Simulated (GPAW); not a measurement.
Set up this calculation in GPAW 26.7.0, as an ASE script.

```yaml
Task: single point
Functional: PBE
Potentials_or_basis: GPAW PAW data sets (gpaw-data 1.2.1)
Cutoff: 800 eV
Basis: pw
k_mesh: 11 × 11 × 11
Occupations: fermi-dirac, width 0.05 eV
Spin: no spin polarisation
Maxiter: 150
```

Crystal: Li.

```xyz
1
Lattice="-1.7547 1.7547 1.7547 1.7547 -1.7547 1.7547 1.7547 1.7547 -1.7547" Properties=species:S:1:pos:R:3 pbc="T T T"
Li    0.0000    0.0000    0.0000
```

The input as run:

run.py

```python
from ase import Atoms
from ase.dft.bandgap import bandgap
from ase.io import write
from ase.units import Bohr, GPa
from gpaw import GPAW, PW
from gpaw.elf import elf_from_dft_calculation

atoms = Atoms(['Li'],
              cell=[[-1.75465, 1.75465, 1.75465],
                    [1.75465, -1.75465, 1.75465],
                    [1.75465, 1.75465, -1.75465]],
              scaled_positions=[[0.0, 0.0, 0.0]],
              pbc=True)

calc = GPAW(mode=PW(800),
            xc='PBE',
            kpts={'size': (11, 11, 11), 'gamma': True},
            occupations={'name': 'fermi-dirac', 'width': 0.05},
            nbands=6,
            convergence={'density': 1e-05, 'energy': 1e-05},
            maxiter=150,
            txt='gpaw.txt')
atoms.calc = calc
energy = atoms.get_potential_energy()
forces = atoms.get_forces()
stress = atoms.get_stress()
calc.write('gs.gpw')
write('result.traj', atoms)
print(f'Energy: {energy:.6f} eV')
print('Forces (eV/A):')
print(forces.round(4))
print('Stress (GPa):', (stress / GPa).round(3))
print('Fermi level:', round(calc.get_fermi_level(), 4), 'eV')
print(f'Gap: {bandgap(calc)[0]:.4f} eV, direct: {bandgap(calc, direct=True)[0]:.4f} eV')

# fields on the real-space grid
write('density.cube', atoms, data=calc.get_pseudo_density() * Bohr**3)
write('potential.cube', atoms, data=calc.get_electrostatic_potential())
write('elf.cube', atoms, data=elf_from_dft_calculation(calc).data)
```

Potentials or basis: GPAW PAW data sets (gpaw-data 1.2.1), pw.

Run with:

```console
$ OMP_NUM_THREADS=1 python run.py
```

It gave:

The pressure is -0.8 GPa and the band gap on the k mesh is none (metal or under the smearing width).

Wall time 3.4 s on 1 thread of Intel(R) Xeon(R) 6975P-C (Granite Rapids), on a shared host, peak memory 0.14 GiB.
